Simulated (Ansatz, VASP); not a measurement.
**One calculation of AgCl, two programs**

```xyz
2
Lattice="0.0000 2.9682 2.9682 2.9682 0.0000 2.9682 2.9682 2.9682 0.0000" Properties=species:S:1:pos:R:3 pbc="T T T"
Ag    0.0000    0.0000    0.0000
Cl    1.4841    1.4841    1.4841
```

Change from the starting cell: volume scaled by 0.9405, PAW files.

Alike in both runs: task electric field gradients; functional PBE; k mesh 11 × 11 × 11; occupations fermi-dirac, width 0.03 eV; no spin polarisation.

```csv
,VASP,Ansatz
version,VASP 6.6.1,Ansatz 0.2.0
potentials or method,"VASP PAW PBE potentials, release 64 (Ag, Cl)","PAW with Ansatz's default frozen-core files, scalar-relativistic"
plane-wave cutoff (eV),520,420
valence electrons in the cell,18,26
```

Ansatz gave:

* gap on the k mesh at the Fermi level (eV): 1.22
* pressure (GPa): 2.1
* Vzz of the field gradient on the site that differs most (V/Å²): 0.0

Q: Estimate VASP's values.

A: gap on the k mesh at the Fermi level (eV): 1.22; pressure (GPa): 2.0; Vzz of the field gradient on the site that differs most (V/Å²): 0.0.

The two sets of potentials don't hold the same shells in valence. Ansatz warned: «gradients_without_spin_orbit».

Caveats: an odd mesh through Γ misses points on the zone boundary, where band edges often lie.
